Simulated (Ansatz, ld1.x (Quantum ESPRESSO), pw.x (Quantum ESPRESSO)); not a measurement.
## ruthenium (fcc): variants of one TM potential in the solid

* Element: Ru (Z = 44)
* Generator: ld1.x (Quantum ESPRESSO) 7.5
* Type: norm-conserving Troullier–Martins (Kleinman–Bylander form)
* Functional: PBE
* Relativity: scalar-relativistic
* Frozen core: [Kr]
* Valence charge: 8
* Reference configuration: 4d7 5s1 5p0
* Partial waves: 5s (bound): rc 2.30 bohr; 5p (bound, empty): rc 4.20 bohr; 4d (bound): rc 1.40 bohr; 4f channel at 0.45 Ry: rc 3.65 bohr
* Local potential: all-electron potential smoothed inside 3.10 bohr (lloc = -2)
* Core correction: Bessel-smoothed model core inside 1.15 bohr

Crystal test: fcc Ru in pw.x 7.5, no spin, 15³ k-points, Fermi–Dirac smearing 0.01 Ry, cutoffs set for each file from its atomic test. The reference is all-electron LAPW (Ansatz 0.2.0) with the same functional, mesh and smearing; V0 and B0 come from Birch–Murnaghan fits to the pressures at five volumes. Errors are pseudo minus all-electron; Δ is the rms difference of the E(V) curves that follow from these fits, minima aligned, over ±6 % about the mean V0. Mesh and smearing are coarse, so the numbers serve the comparison and aren't converged zero-temperature values; the lattice is a test structure that the element need not adopt.

All-electron: a0 = 3.812 Å (V0 = 13.85 Å³/atom), B0 = 303.1 GPa.

Base: The largest radius (4.20 bohr) exceeds half the bond length (2.54 bohr), so the spheres overlap, which is one possible source of error among others. This is a poor potential for the solid. Atomic configuration tests: 1 of 7 tests not solved or not reliable.

1 further variants are left out: they gave no file fit for a test, a broken result, the same result as the base, or pressures whose basis-set error rivals the error shown.

A dash in a converged row means that the minimum lies outside the volumes sampled.

| change | cutoffs (Ry) | pw.x | a0 (Å) | a0 error (%) | B0 error (%) | Δ (meV/atom) | mean pressure error (GPa) |
| --- | --- | --- | --- | --- | --- | --- | --- |
| base | 85/340 | converged | 3.870 | +1.52 | -6.4 | 41.0 | +14.53 |
| wave 5s (bound): rc 2.30 bohr becomes 5s (bound): rc 2.94 bohr | 85/340 | converged | 3.870 | +1.52 | -6.3 | 41.1 | +14.56 |
| wave 5p (bound): rc 4.20 bohr becomes 5p (bound): rc 4.28 bohr | 85/340 | converged | – | – | – | – | +15.72 |
| wave 4f channel at 0.45 Ry: rc 3.65 bohr becomes 4f channel at 0.88 Ry: rc 3.65 bohr | 85/340 | converged | – | – | – | – | +15.91 |
| local potential the f channel | 85/340 | converged | 3.822 | +0.25 | -4.5 | 6.8 | +2.20 |
